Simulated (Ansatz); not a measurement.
# Ir (Ir, bcc): the cost of one run

Program: Ansatz 0.2.0. Level of theory: DFT PBE, plane waves (420 eV) with PAW, scalar-relativistic. These are calculated values, not measurements.

### 1 Starting point

It takes space group Im-3m (No. 229, cubic). Conventional cell: a = 3.047 Å, b = 3.047 Å, c = 3.047 Å, α = 90.00°, β = 90.00°, γ = 90.00°. Around Ir (site symmetry m-3m) lie 8 Ir at 2.64 Å.

Structure file:

```
Ir
1.0
    -1.52367    1.52367    1.52367
     1.52367   -1.52367    1.52367
     1.52367    1.52367   -1.52367
Ir
1
Direct
  0.00000 0.00000 0.00000
```

Starting moments (μB): +1.

### 2 Geometry optimisation

input.yaml

```yaml
crystal:
  lattice:
    - [-1.5236668997, 1.5236668997, 1.5236668997]
    - [1.5236668997, -1.5236668997, 1.5236668997]
    - [1.5236668997, 1.5236668997, -1.5236668997]
  atoms:
    - { symbol: Ir, position: [0.0, 0.0, 0.0], spin: 1.0 }
hamiltonian:
  xc: pbe
  pseudopotentials:
    kind: paw
    azcp:
      Ir: "pseudopotentials/Ir.paw.azcp"
basis:
  ecutwfc: 420
  fft_grid_basis: typed
kpoints:
  mp_grid: { grid: [14, 14, 14], shift: [0, 0, 0] }
magnetization:
  spin_polarized: true
scf:
  occupations: { method: fermi_dirac, width: 0.05 }
relax:
  max_steps: 60
  f_tol: 0.01
  cell: {}
```

Started as:

```
$ ansatz run input.yaml --threads 2 --pin off --max-ram 6144MiB --backend cpu --events-out ev --progress --plain --runs-dir out
```

**Question.** How long does this run take on 2 threads of Intel Xeon Platinum 8488C (Sapphire Rapids), shared host, and how much memory does it need?

About 6.9 s, with a peak of 0.35 GiB.
